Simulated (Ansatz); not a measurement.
Runs of Ansatz 0.2.0 on Nb. Symmetry: Im-3m, No. 229, cubic system. The conventional cell has a = 3.328 Å, b = 3.328 Å, c = 3.328 Å, α = 90.00°, β = 90.00°, γ = 90.00°. Nb (site symmetry m-3m) is surrounded by 8 Nb at 2.88 Å. 

| task | level | cell | k mesh | cutoff (eV) | smearing | basis error allowed | mesh quality | gap on the mesh (eV) | pressure (GPa) |
| --- | --- | --- | --- | --- | --- | --- | --- | --- | --- |
| single point | PBE | as given | 11 × 11 × 11 | 217 | gaussian 0.019 eV | 0.001 eV/atom | not flagged | none | -1.7 |
| band structure | RPBE | as given | 11 × 11 × 11 | 217 | fermi-dirac 0.05 eV | 0.001 eV/atom | not flagged | - | (a) |
| single point | PBE | as given | 4 × 4 × 4 | 192 | fermi-dirac 0.02 eV | 0.003 eV/atom | coarse | none | 0.7 |
| relaxation of cell and atoms | PBEsol+D3(BJ) | relaxed | 11 × 11 × 11 | - | fermi-dirac 0.05 eV | 0.001 eV/atom | not flagged | - | 0.0 |
| single point | PBE | as given | 11 × 11 × 11 | 217 | gaussian 0.018 eV | 0.001 eV/atom | not flagged | none | -1.7 |

Alike in all rows: potentials or basis all-electron LAPW, scalar-relativistic; no spin polarisation.

Q: Estimate the missing entries.

A: (a) 0.8.

Caveats: some runs use coarse meshes; the k mesh is thin for a metal, which can move the energy by tens of meV per atom (some runs).

A k mesh can miss the band edges, and the runs leave out spin-orbit coupling on Nb.

A gap of «none» marks a metal or a gap under the smearing width.

The runs don't all hold the same shells in valence.
